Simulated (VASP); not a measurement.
# Ho (Im-3m) in VASP: settings compared, part 2 of 2

VASP 6.6.1.

## Step 3: Single point, LDA, collinear spin, ferromagnetic start

INCAR

```
PREC = Accurate
ENCUT = 520
EDIFF = 1E-6
ISMEAR = 1
SIGMA = 0.15
LREAL = F
LASPH = T
NELM = 100
ALGO = Normal
ISIF = 2
LWAVE = F
LCHARG = F
ISPIN = 2
MAGMOM = 4
LORBIT = 11
LMAXMIX = 6
GGA = CA
NBANDS = 20
ADDGRID = F
```

KPOINTS

```
Automatic mesh
0
Gamma
  10 10 10
```

POSCAR

```
Ho
1.0
   -1.9905175072      1.9905175072      1.9905175072
    1.9905175072     -1.9905175072      1.9905175072
    1.9905175072      1.9905175072     -1.9905175072
Ho
1
Direct
    0.0000000000      0.0000000000      0.0000000000
```

Potentials or basis: VASP PAW PBE potentials, release 64 (Ho).

Command:

```sh
cat potpaw_PBE.64/Ho/POTCAR > POTCAR
mpirun -np 1 vasp_std > vasp.out
```

OUTCAR:

```text
PREC = Accurate
   ENCUT = 520
   EDIFF = 1E-6
   ISMEAR = 1
   LREAL = F
   LASPH = T
   NELM = 100
   ISIF = 2
   ISPIN = 2
   LORBIT = 11
   GGA = CA

 Found     47 irreducible k-points:

 Following reciprocal coordinates:
            Coordinates               Weight
  0.000000  0.000000  0.000000      1.000000
  0.100000  0.000000  0.000000     12.000000
  0.200000  0.000000  0.000000     12.000000
  0.300000  0.000000  0.000000     12.000000
  0.400000  0.000000  0.000000     12.000000
  0.500000  0.000000  0.000000      6.000000
   k-points           NKPTS =     47   k-points in BZ     NKDIM =     47   number of bands    NBANDS=     20
   number of dos      NEDOS =    301   number of ions     NIONS =      1
   total plane-waves  NPLWV =  21952
   dimension x,y,z NGX =    28 NGY =   28 NGZ =   28
   dimension x,y,z NGXF=    56 NGYF=   56 NGZF=   56
   ions per type =               1
   NGX,Y,Z   is equivalent  to a cutoff of  13.50, 13.50, 13.50 a.u.
   NGXF,Y,Z  is equivalent  to a cutoff of  27.00, 27.00, 27.00 a.u.
 SYSTEM =  unknown system
   PREC   = accura    normal or accurate (medium, high low for compatibility)
   ISTART =      0    job   : 0-new  1-cont  2-samecut
   ICHARG =      2    charge: 1-file 2-atom 10-const
   ISPIN  =      2    spin polarized calculation?
   LNONCOLLINEAR =      F non collinear calculations
   LSORBIT =      F    spin-orbit coupling
   LASPH  =      T    aspherical Exc in radial PAW
   ENCUT  =  520.0 eV  38.22 Ry    6.18 a.u.   6.41  6.41  6.41*2*pi/ulx,y,z
   NELM   =    100;   NELMIN=  2; NELMDL= -5     # of ELM steps
   EDIFF  = 0.1E-05   stopping-criterion for ELM
   LREAL  =      F    real-space projection
   EDIFFG = 0.1E-04   stopping-criterion for IOM
   NSW    =      0    number of steps for IOM
   IBRION =     -1    ionic relax: 0-MD 1-quasi-New 2-CG
   NFREE  =      0    steps in history (QN), initial steepest desc. (CG)
   ISIF   =      2    stress and relaxation
   ISYM   =      2    0-nonsym 1-usesym 2-fastsym
   POTIM  = 0.5000    time-step for ionic-motion
   TEBEG  =    0.0;   TEEND  =   0.0 temperature during run
   PSTRESS=    0.0 pullay stress
   NELECT =      21.0000    total number of electrons
   NUPDOWN=      -1.0000    fix difference up-down
   EMIN   =  10.00;   EMAX   =-10.00  energy-range for DOS
   EFERMI =   0.00;   METHOD = LEGACY
   ISMEAR =     1;   SIGMA  =   0.15  broadening in eV -4-tet -1-fermi 0-gaus
   EFERMI_NEDOS =   21; number of points for ismear=-14 and -15
   IALGO  =     38    algorithm
   IMIX   =      4    mixing-type and parameters
     AMIX     =   0.40;   BMIX     =  1.00
     AMIX_MAG =   1.60;   BMIX_MAG =  1.00
  volume/ion in A,a.u.               =      31.55       212.89
  Fermi-wavevector in a.u.,A,eV,Ry     =   1.429427  2.701225 27.800255  2.043261
  Thomas-Fermi vector in A             =   2.549382
   LORBIT       =     11    0 simple, 1 ext, 2 COOP (PROOUT), +10 PAW based schemes
   GGA     = CA    functional components
   LHFCALC =     F    Hartree Fock is set to
   AEXX    =    0.0000 exact exchange contribution
   IVDW    =     0    specifies the selected vdW correction
   LEPSILON=     F    determine dielectric tensor
   LRPA    =     F    only Hartree local field effects (RPA)
 spin polarized calculation
 Methfessel and Paxton  Order N= 1 SIGMA  =   0.15
  energy-cutoff  :      520.00
  volume of cell :       31.55
 maximum number of plane-waves:       887
 NGX is ok and might be reduce to    28
   NGX = 13   NGY = 13   NGZ = 13

 number of electron      20.9999996 magnetization       3.3388038

 Free energy of the ion-electron system (eV)
  ---------------------------------------------------
  ext. energy  EPLUGINS =         0.00000000
  ---------------------------------------------------
  free energy    TOTEN  =        -6.40180172 eV

  energy without entropy =       -6.38201415  energy(sigma->0) =       -6.39520586

 E-fermi :   2.4024     XC(G=0): -10.3902

 val. band max:        2.4002432184   @ k =  -0.4000   0.5000   0.3000
 cond. band min:       2.4029003914   @ k =  -0.3000   0.3000   0.2000
 fundamental gap:      0.0026571730
 Fermi energy:         2.4024303491

 spin component 1

 k-point     1 :       0.0000    0.0000    0.0000
  band No.  band energies     occupation
      1     -45.4835      1.00000
      2     -20.3475      1.00000
      3     -20.3475      1.00000
      4     -20.3475      1.00000
      5      -2.8238      1.00000
      6      -0.3502      1.00000
[... 12 lines left out ...]
     19      13.6128      0.00000
     20      13.6128      0.00000

 k-point     2 :       0.1000    0.0000    0.0000
  band No.  band energies     occupation
      1     -45.4783      1.00000
      2     -20.4161      1.00000
      3     -20.3687      1.00000
      4     -20.3478      1.00000
      5      -2.5323      1.00000
      6      -0.3648      1.00000
[... 12 lines left out ...]
     19      14.1461      0.00000
     20      14.4329      0.00000

 k-point     3 :       0.2000    0.0000    0.0000
  band No.  band energies     occupation
      1     -45.4645      1.00000
      2     -20.5911      1.00000
      3     -20.4237      1.00000
      4     -20.3488      1.00000
      5      -1.7357      1.00000
      6      -0.3998      1.00000
[... 12 lines left out ...]
     19      15.3354      0.00000
     20      15.5907      0.00000

 k-point     4 :       0.3000    0.0000    0.0000
  band No.  band energies     occupation
      1     -45.4474      1.00000
      2     -20.7984      1.00000
      3     -20.4908      1.00000
      4     -20.3500      1.00000
      5      -0.7024      1.00000
      6      -0.4365      1.00000
[... 12 lines left out ...]
     19      13.6404      0.00000
     20      17.6488      0.00000

 k-point     5 :       0.4000    0.0000    0.0000
  band No.  band energies     occupation
      1     -45.4335      1.00000
      2     -20.9596      1.00000
      3     -20.5442      1.00000
      4     -20.3511      1.00000
      5      -0.4616      1.00000
      6      -0.3006      1.00000
[... 12 lines left out ...]
     19      11.9763      0.00000
     20      15.4478      0.00000

 k-point     6 :       0.5000    0.0000    0.0000
  band No.  band energies     occupation
      1     -45.4282      1.00000
      2     -21.0197      1.00000
      3     -20.5645      1.00000
      4     -20.3515      1.00000
      5      -0.4702      1.00000
      6      -0.3055      1.00000
[... 12 lines left out ...]
     19      11.3751      0.00000
     20      14.1788      0.00000

 [... further k-points ...]

 spin component 2

 k-point     1 :       0.0000    0.0000    0.0000
  band No.  band energies     occupation
      1     -44.1278      1.00000
      2     -19.3557      1.00000
      3     -19.3557      1.00000
      4     -19.3557      1.00000
      5      -2.7586      1.00000
      6       2.0280      1.00118
[... 12 lines left out ...]
     19      13.6709      0.00000
     20      13.6709      0.00000

 k-point     2 :       0.1000    0.0000    0.0000
  band No.  band energies     occupation
      1     -44.1219      1.00000
      2     -19.4327      1.00000
      3     -19.3791      1.00000
      4     -19.3561      1.00000
      5      -2.4597      1.00000
      6       2.0230      1.00101
[... 12 lines left out ...]
     19      14.2114      0.00000
     20      14.5445      0.00000

 k-point     3 :       0.2000    0.0000    0.0000
  band No.  band energies     occupation
      1     -44.1064      1.00000
      2     -19.6283      1.00000
      3     -19.4396      1.00000
      4     -19.3575      1.00000
      5      -1.6466      1.00000
      6       2.0122      1.00073
[... 12 lines left out ...]
     19      15.6105      0.00000
     20      15.6736      0.00000

 k-point     4 :       0.3000    0.0000    0.0000
  band No.  band energies     occupation
      1     -44.0872      1.00000
      2     -19.8587      1.00000
      3     -19.5133      1.00000
      4     -19.3592      1.00000
      5      -0.5979      1.00000
      6       2.0223      1.00099
[... 12 lines left out ...]
     19      13.9818      0.00000
     20      17.7588      0.00000

 k-point     5 :       0.4000    0.0000    0.0000
  band No.  band energies     occupation
      1     -44.0716      1.00000
      2     -20.0370      1.00000
      3     -19.5719      1.00000
      4     -19.3606      1.00000
      5       0.1672      1.00000
      6       2.0729      1.00402
[... 12 lines left out ...]
     19      12.3799      0.00000
     20      15.7655      0.00000

 k-point     6 :       0.5000    0.0000    0.0000
  band No.  band energies     occupation
      1     -44.0656      1.00000
      2     -20.1034      1.00000
      3     -19.5941      1.00000
      4     -19.3612      1.00000
      5       0.3756      1.00000
      6       2.0777      1.00453
[... 12 lines left out ...]
     19      11.8209      0.00000
     20      14.4512      0.00000

 [... further k-points ...]

------------------------ aborting loop because EDIFF is reached ----------------------------------------

  FORCE on cell =-STRESS in cart. coord.  units (eV):
  Direction    XX          YY          ZZ          XY          YZ          ZX
  --------------------------------------------------------------------------------------
  -------------------------------------------------------------------------------------
  Total       -0.5016048     -0.5016048     -0.5016048      0.0000000      0.0000000      0.0000000
  in kB      -25.4750043    -25.4750043    -25.4750043      0.0000000      0.0000000      0.0000000
  external PRESSURE =     -25.4750043 kB  Pullay stress =       0.0000000 kB

 VOLUME and BASIS-vectors are now :
 -----------------------------------------------------------------------------
  energy-cutoff  :      520.00
  volume of cell :       31.55
      direct lattice vectors                 reciprocal lattice vectors
    -1.990517507  1.990517507  1.990517507     0.000000000  0.251190958  0.251190958
     1.990517507 -1.990517507  1.990517507     0.251190958  0.000000000  0.251190958
     1.990517507  1.990517507 -1.990517507     0.251190958  0.251190958  0.000000000

 POSITION                                       TOTAL-FORCE (eV/Angst)
 -----------------------------------------------------------------------------------
      0.00000      0.00000      0.00000         0.000000      0.000000     -0.000000
 -----------------------------------------------------------------------------------
    total drift:                               -0.000000     -0.000000     -0.000000

  FREE ENERGIE OF THE ION-ELECTRON SYSTEM (eV)
  ---------------------------------------------------
  free  energy   TOTEN  =        -6.4018017177 eV

  energy  without entropy=       -6.3820141540  energy(sigma->0) =       -6.39520586

 total charge

# of ion       s       p       d       f       tot
--------------------------------------------------
    1        2.125   5.686   0.395  10.371  18.577

 magnetization (x)

# of ion       s       p       d       f       tot
--------------------------------------------------
    1        0.004  -0.028  -0.005   3.394   3.364
```

stdout:

```text
POSCAR found type information on POSCAR Ho
 POSCAR found :  1 types and       1 ions
 scaLAPACK will be used
 -----------------------------------------------------------------------------
|                                                                             |
|                                                                             |
|     You enforced a specific xc type in the INCAR file but a different       |
|     I HOPE YOU KNOW WHAT YOU ARE DOING!                                     |
|                                                                             |
 -----------------------------------------------------------------------------

 LDA part: xc-table for (Slater(with rela. corr.)+CA(PZ))
 , standard interpolation
 POSCAR, INCAR and KPOINTS ok, starting setup
 FFT: planning ... GRIDC
 FFT: planning ... GRID_SOFT
 FFT: planning ... GRID
 WAVECAR not read
 entering main loop
```

Wall time 2.9 min (1 thread of Intel Xeon Platinum 8375C at 2.90GHz (Ice Lake), shared host); peak memory 0.19 GiB.

These settings aren't checked as converged: the numbers below hold their error.

What came out:

```yaml
Free_energy: -6.4018 eV
Pressure: -2.5 GPa
Band_gap_on_the_k_mesh: none (metal or under the smearing width)
Net_moment: 3.34 μB per cell
Site_moments: Ho +3.36 μB
Valence_electrons_inside_the_program's_atomic_spheres: Ho 18.58
```

Caveat: the magnetic or orbital state may not be the lowest; the PAW data sets were made with another functional, which shifts forces and pressure a little; spin-orbit coupling is left out, which moves the levels of the heavy elements.

## Step 4: Single point, PBE, collinear spin, ferromagnetic start

INCAR

```
SYSTEM = Ho
ALGO = Normal
EDIFF = 1E-6
ENCUT = 520
GGA = PE
ISIF = 2
ISMEAR = -1
ISPIN = 2
LASPH = .TRUE.
LCHARG = .FALSE.
LMAXMIX = 6
LORBIT = 11
LREAL = .FALSE.
LWAVE = .FALSE.
MAGMOM = 5.5
NBANDS = 20
NELM = 120
PREC = Accurate
SIGMA = 0.05
```

KPOINTS

```
k-points
0
G
  9 9 9
  0 0 0
```

POSCAR is that of step 3.

Potentials or basis: VASP PAW PBE potentials, release 64 (Ho).

Command:

```sh
cat potpaw_PBE.64/Ho/POTCAR > POTCAR
mpirun -np 1 vasp_std > vasp.out
```

OUTCAR:

```text
SYSTEM = Ho
   EDIFF = 1E-6
   ENCUT = 520
   GGA = PE
   ISIF = 2
   ISMEAR = -1
   ISPIN = 2
   LASPH = .TRUE.
   LORBIT = 11
   LREAL = .FALSE.
   NELM = 120
   PREC = Accurate

 ion  position               nearest neighbor table
   1  0.000  0.000  0.000-

  LATTYP: Found a body centered cubic cell.
 ALAT       =     3.9810350144

  Lattice vectors:

 A1 = (  -1.9905175072,   1.9905175072,   1.9905175072)
 A2 = (   1.9905175072,  -1.9905175072,   1.9905175072)
 A3 = (   1.9905175072,   1.9905175072,  -1.9905175072)

Analysis of symmetry for initial positions (statically):
=====================================================================
 Subroutine PRICEL returns:
 Original cell was already a primitive cell.

 Routine SETGRP: Setting up the symmetry group for a
 body centered cubic supercell.

 Subroutine GETGRP returns: Found 48 space group operations
 (whereof 48 operations were pure point group operations)
 out of a pool of 48 trial point group operations.

The static configuration has the point symmetry O_h .

Analysis of symmetry for dynamics (positions and initial velocities):
[... 736 lines left out ...]

 k-point     1 :       0.0000    0.0000    0.0000
  band No.  band energies     occupation
      1     -44.1416      1.00000
      2     -19.2357      1.00000
      3     -19.2357      1.00000
      4     -19.2357      1.00000
      5      -2.5541      1.00000
      6       2.4447      0.94474
[... 541 lines left out ...]
     19      13.7598      0.00000
     20      14.8168      0.00000

 [... further k-points ...]

------------------------ aborting loop because EDIFF is reached ----------------------------------------

  FORCE on cell =-STRESS in cart. coord.  units (eV):
  Direction    XX          YY          ZZ          XY          YZ          ZX
  --------------------------------------------------------------------------------------
  -------------------------------------------------------------------------------------
  Total        0.1064953      0.1064953      0.1064953     -0.0000000      0.0000000     -0.0000000
  in kB        5.4085792      5.4085792      5.4085792     -0.0000000      0.0000000     -0.0000000
  external PRESSURE =       5.4085792 kB  Pullay stress =       0.0000000 kB

 VOLUME and BASIS-vectors are now :
 -----------------------------------------------------------------------------
  energy-cutoff  :      520.00
  volume of cell :       31.55
      direct lattice vectors                 reciprocal lattice vectors
    -1.990517507  1.990517507  1.990517507     0.000000000  0.251190958  0.251190958
     1.990517507 -1.990517507  1.990517507     0.251190958  0.000000000  0.251190958
     1.990517507  1.990517507 -1.990517507     0.251190958  0.251190958  0.000000000

 POSITION                                       TOTAL-FORCE (eV/Angst)
 -----------------------------------------------------------------------------------
      0.00000      0.00000      0.00000        -0.000000     -0.000000     -0.000000
 -----------------------------------------------------------------------------------
    total drift:                               -0.000000     -0.000000     -0.000000

  FREE ENERGIE OF THE ION-ELECTRON SYSTEM (eV)
  ---------------------------------------------------
  free  energy   TOTEN  =        -5.9353807035 eV

  energy  without entropy=       -5.7834724292  energy(sigma->0) =       -5.85942657

 total charge

# of ion       s       p       d       f       tot
--------------------------------------------------
    1        2.123   5.706   0.394  10.341  18.563

 magnetization (x)

# of ion       s       p       d       f       tot
--------------------------------------------------
    1        0.005  -0.037  -0.022   3.450   3.396
```

OSZICAR:

```text
N       E                     dE             d eps       ncg     rms          rms(c)
DAV:   1     0.104347093408E+03    0.10435E+03   -0.75258E+03  3692   0.563E+03
DAV:   2     0.754001890576E+01   -0.96807E+02   -0.88833E+02  3540   0.403E+02
[... 40 lines left out ...]
DAV:  43    -0.593536891264E+01    0.14854E-04   -0.17187E-05  4372   0.962E-02    0.176E-01
DAV:  44    -0.593538133272E+01   -0.12420E-04   -0.72865E-06  3056   0.788E-02    0.107E-01
DAV:  45    -0.593538390507E+01   -0.25724E-05   -0.19157E-06  3188   0.281E-02    0.618E-02
DAV:  46    -0.593538254959E+01    0.13555E-05   -0.16568E-06  1548   0.259E-02    0.288E-02
DAV:  47    -0.593538131274E+01    0.12369E-05   -0.10090E-06  1472   0.366E-02    0.106E-02
DAV:  48    -0.593538070348E+01    0.60926E-06   -0.37158E-07  1668   0.976E-03
   1 F= -.59353807E+01 E0= -.58594266E+01  d E =-.151908E+00  mag=     3.3068
```

stdout:

```text
POSCAR found type information on POSCAR Ho
 POSCAR found :  1 types and       1 ions
 scaLAPACK will be used
 LDA part: xc-table for (Slater+PW92), standard interpolation
 POSCAR, INCAR and KPOINTS ok, starting setup
 FFT: planning ... GRIDC
 FFT: planning ... GRID_SOFT
 FFT: planning ... GRID
 WAVECAR not read
 entering main loop
```

It took 98 s on 1 thread of Intel Xeon 6975P-C (Granite Rapids), shared host; peak memory 0.21 GiB.

What came out:

| Item | Value |
| --- | --- |
| Free energy | -5.9354 eV |
| Pressure | 0.5 GPa |
| Band gap on the k mesh | none (metal or under the smearing width) |
| Net moment | 3.31 μB per cell |
| Site moments | Ho +3.40 μB |
| Valence electrons inside the program's atomic spheres | Ho 18.56 |

Levels at points of the mesh, in eV from the Fermi level:
Spin up:
```
           k point  band 10  band 11  band 12  band 13  band 14  band 15
(0.00, 0.00, 0.00)    -2.71    -2.71    -2.32     2.39     2.39     2.39
```
Spin down:
| k point | band 5 | band 6 | band 7 | band 8 | band 9 | band 10 | band 11 | band 12 | band 13 | band 14 |
| --- | --- | --- | --- | --- | --- | --- | --- | --- | --- | --- |
| (0.00, 0.00, 0.00) | -5.14 | -0.14 | -0.14 | -0.14 | 0.11 | 0.11 | 0.11 | 0.12 | 2.59 | 2.59 |

Caveat: the magnetic or orbital state may not be the lowest; spin-orbit coupling is left out, which moves the levels of the heavy elements. The state reached can hang on the start; a lower one may exist.

## Step 5: The reference run

An earlier run on the cell as given: functional PBE; potentials or basis VASP PAW PBE potentials, release 64 (Ho); cutoff 520 eV; k mesh 9 × 9 × 9; occupations fermi-dirac, width 0.05 eV; collinear spin, ferromagnetic start; starting moments [4.0] μB.

* Pressure: 2.4 GPa
* Band gap on the k mesh: none (metal or under the smearing width)
* Net moment: 3.64 μB per cell
* Site moments: Ho +3.52 μB
* Valence electrons inside the program's atomic spheres: Ho 18.55
